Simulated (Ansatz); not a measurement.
# Pd (hcp): energy against volume

Theory: Ansatz, DFT, RPBE, plane waves (420 eV) with PAW, scalar-relativistic. The PAW files were generated under PBE, with cores re-solved for the functional.

The cell is scaled uniformly from the relaxed one, with fractional coordinates and shape fixed. Energies are extrapolated to zero smearing, pressures are those at the given smearing. Magnetic state: ferromagnetic.

A Birch-Murnaghan fit gives V₀ = 15.88 Å³/atom, B₀ = 145 GPa, B₀′ = 5.5.

**Question.** What are the energy above the minimum and the pressure at 13.958 Å³/atom?

**Answer.** 138.9 meV/atom and 26.41 GPa as computed.

**Question.** What are the energy above the minimum and the pressure at 16.496 Å³/atom?

**Answer.** 9.9 meV/atom and -4.95 GPa as computed.

**Question.** What are the energy above the minimum and the pressure at 17.130 Å³/atom?

**Answer.** 37.7 meV/atom and -8.85 GPa as computed.
